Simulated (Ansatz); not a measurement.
# SnS: the cost of one run

Computed with Ansatz 0.2.0 (DFT PBE, scalar-relativistic, plane waves, PAW, unless a step's input says otherwise).

### Step 1. Starting point

Symmetry: Pnma, No. 62, orthorhombic system. The conventional cell has a = 11.200 Å, b = 3.987 Å, c = 4.334 Å, α = 90.00°, β = 90.00°, γ = 90.00°. Around Sn (site symmetry m) lie 3 S at 2.63 to 2.67 Å. Around S (site symmetry m) lie 3 Sn at 2.63 to 2.67 Å.

Coordinates:

```
Sn S
1.0
    11.20000    0.00000    0.00000
     0.00000    3.98700    0.00000
     0.00000    0.00000    4.33400
Sn S
4 4
Cartesian
  1.3373 0.9968 0.5192
  4.2627 2.9903 2.6862
  6.9373 0.9968 1.6478
  9.8627 2.9903 3.8148
  9.5290 0.9968 2.0773
  7.2710 2.9903 4.2443
  3.9290 0.9968 0.0897
  1.6710 2.9903 2.2567
```

The structure rests on an entry of the Crystallography Open Database; cell or positions may have been set otherwise for this series.

### Step 2. Single point: SnS, no spin

Input file input.yaml:

```yaml
crystal:
  lattice:
    - [11.2, 0.0, 0.0]
    - [0.0, 3.987, 0.0]
    - [0.0, 0.0, 4.334]
  atoms:
    - { symbol: Sn, position: [0.1194, 0.25, 0.1198] }
    - { symbol: Sn, position: [0.3806, 0.75, 0.6198] }
    - { symbol: Sn, position: [0.6194, 0.25, 0.3802] }
    - { symbol: Sn, position: [0.8806, 0.75, 0.8802] }
    - { symbol: S, position: [0.8508, 0.25, 0.4793] }
    - { symbol: S, position: [0.6492, 0.75, 0.9793] }
    - { symbol: S, position: [0.3508, 0.25, 0.0207] }
    - { symbol: S, position: [0.1492, 0.75, 0.5207] }
scf:
  occupations: { method: fixed }
output:
  forces: true
  stress: true
  eigenvalues: true
  optics:
    e_range: [0, 4]
    de: 0.02
    sigma: 0.04
    bands: { spectra_wanted_up_to: 6 }
    nscf_kmesh: { grid: [8, 28, 28] }
  write_density: true
  write_potential: true
  elf: true
  volumetric_format: npy
kpoints:
  mp_grid: { grid: [4, 10, 10] }
  band_path:
    path:
      - [[0.0, 0.0, 0.0], [0.5, 0.0, 0.0], [0.5, 0.5, 0.0], [0.0, 0.5, 0.0], [0.0, 0.0, 0.0], [0.0, 0.0, 0.5], [0.5, 0.0, 0.5], [0.5, 0.5, 0.5], [0.0, 0.5, 0.5], [0.0, 0.0, 0.5]]
      - [[0.5, 0.0, 0.0], [0.5, 0.0, 0.5]]
      - [[0.0, 0.5, 0.0], [0.0, 0.5, 0.5]]
      - [[0.5, 0.5, 0.0], [0.5, 0.5, 0.5]]
    npoints: 24
```

The run is started by

```console
> ansatz run input.yaml --threads 8 --pin off --max-ram 22528MiB --backend cpu --events-out ev --progress --plain --runs-dir out
```

Q: Estimate wall time and peak memory on 8 threads of AMD EPYC 9R45 (Zen 5), shared host.

About 11 min, with a peak of 12 GiB.
